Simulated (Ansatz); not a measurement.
# SrO: the cost of one run

Computed with Ansatz 0.2.0 (DFT PBE, scalar-relativistic, plane waves, PAW, unless a step's input says otherwise).

1 further run of the same task is left out (set aside as unsound or not needed).

## (1) Starting point

Symmetry: P6_3mc, No. 186, hexagonal system. The conventional cell has a = 4.275 Å, b = 4.275 Å, c = 5.156 Å, α = 90.00°, β = 90.00°, γ = 120.00°. Sr (site symmetry 3m) has 5 O at 2.47 to 2.58 Å as nearest neighbours. O (site symmetry 3m) has 5 Sr at 2.47 to 2.58 Å as nearest neighbours.

Coordinates:

```
Sr O
1.0
     4.27547    0.00000    0.00000
    -2.13773    3.70266    0.00000
     0.00000    0.00000    5.15559
Sr O
2 2
Cartesian
  0.0000 2.4684 4.8366
  2.1377 1.2342 2.2588
  0.0000 2.4684 2.2523
  2.1377 1.2342 4.8301
```

This is candidate A: structure listed in a database for this formula (P6_3mc, No. 186).

(A quick probe on a coarse mesh, which set the mesh and smearing, is not shown.)

## (3) The relaxation (candidate A)

File input.yaml:

```yaml
crystal:
  lattice:
    - [4.2754662656, 0.0, 0.0]
    - [-2.1377331328, 3.702662399, 0.0]
    - [0.0, 0.0, 5.15559499]
  atoms:
    - { symbol: Sr, position: [0.33333333, 0.66666667, 0.9381277] }
    - { symbol: Sr, position: [0.66666667, 0.33333333, 0.4381277] }
    - { symbol: O, position: [0.33333333, 0.66666667, 0.4368723] }
    - { symbol: O, position: [0.66666667, 0.33333333, 0.9368723] }
basis:
  ecutwfc: 420
kpoints:
  mp_grid: { grid: [6, 6, 6] }
hamiltonian:
  xc: pbe
scf:
  occupations: { method: gaussian, width: 0.02 }
output:
  forces: true
  stress: true
  eigenvalues: true
relax:
  adjacent_minimum: "off"
  f_tol: 0.01
  max_steps: 80
  cell: { stress_tol: 0.05 }
```

Started as:

```console
> ansatz run input.yaml --threads 1 --pin off --max-ram 2560MiB --backend cpu --events-out ev --progress --plain --runs-dir out
```

**Question.** How long does this run take on 1 thread of Arm Neoverse V2, shared host, and how much memory does it need?

About 16 s, with a peak of 0.35 GiB.
